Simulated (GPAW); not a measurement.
ZnSe (Stilleite), 2 atoms in the cell. It takes space group F-43m (No. 216, cubic). The conventional cell has a = 5.668 Å, b = 5.668 Å, c = 5.668 Å, α = 90.00°, β = 90.00°, γ = 90.00°. Se (site symmetry -43m) is surrounded by 4 Zn at 2.45 Å. Around Zn (site symmetry -43m) lie 4 Se at 2.45 Å. 

- Program: GPAW 26.7.0
- Task: single point
- Functional: PBE
- Potentials or basis: GPAW PAW data sets (gpaw-data 1.2.1)
- Cutoff: 500 eV
- Basis: pw
- k mesh: 7 × 7 × 7
- Occupations: fermi-dirac, width 0.05 eV
- Spin: no spin polarisation
- Maxiter: 80

Potentials or basis: GPAW PAW data sets (gpaw-data 1.2.1), pw.

Run with:

```bash
$ OMP_NUM_THREADS=1 python run.py
```

Hardware: 1 thread of Intel(R) Xeon(R) Platinum 8488C (Sapphire Rapids), with other jobs on the host.

**Question.** Estimate the wall time of this run.

**Answer.** Wall time 8.6 s on 1 thread of Intel(R) Xeon(R) Platinum 8488C (Sapphire Rapids), on a shared host, peak memory 0.14 GiB. Counts: scf iterations 9, plane waves 1173, bands 18, k points 20.
